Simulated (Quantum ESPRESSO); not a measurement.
The system is Ge.

```
CELL_PARAMETERS angstrom
0.00000 2.82891 2.82891
2.82891 0.00000 2.82891
2.82891 2.82891 0.00000
ATOMIC_POSITIONS crystal
Ge 0.75000 0.75000 0.75000
Ge 0.50000 0.50000 0.50000
```

- Program: Quantum ESPRESSO 7.5
- Task: phonons
- Functional: PBE
- Potentials or basis: PseudoDojo 0.4.1 SR PBE standard
- Cutoff: 1061 eV
- Density cutoff: 4245 eV
- k mesh: 8 × 8 × 8
- Occupations: cold, width 0.2 eV
- Spin: no spin polarisation
- Mixing beta: 0.5
- Most SCF iterations: 120
- SCF threshold: 4e-10 Ry

The cell and the atoms were relaxed first, to 23.87 Å³/atom (a = 4.072 Å, b = 4.072 Å, c = 4.072 Å, α = 60.00°, β = 60.00°, γ = 60.00°), and the response was taken there.

Question: Where do the zone-centre optical modes lie?

Answer: T2g at 265 cm⁻¹ (Raman).

Optical modes at Γ, degenerate ones joined:
```csv
cm⁻¹,components,symmetry,active in
265,3,T2g,Raman
```
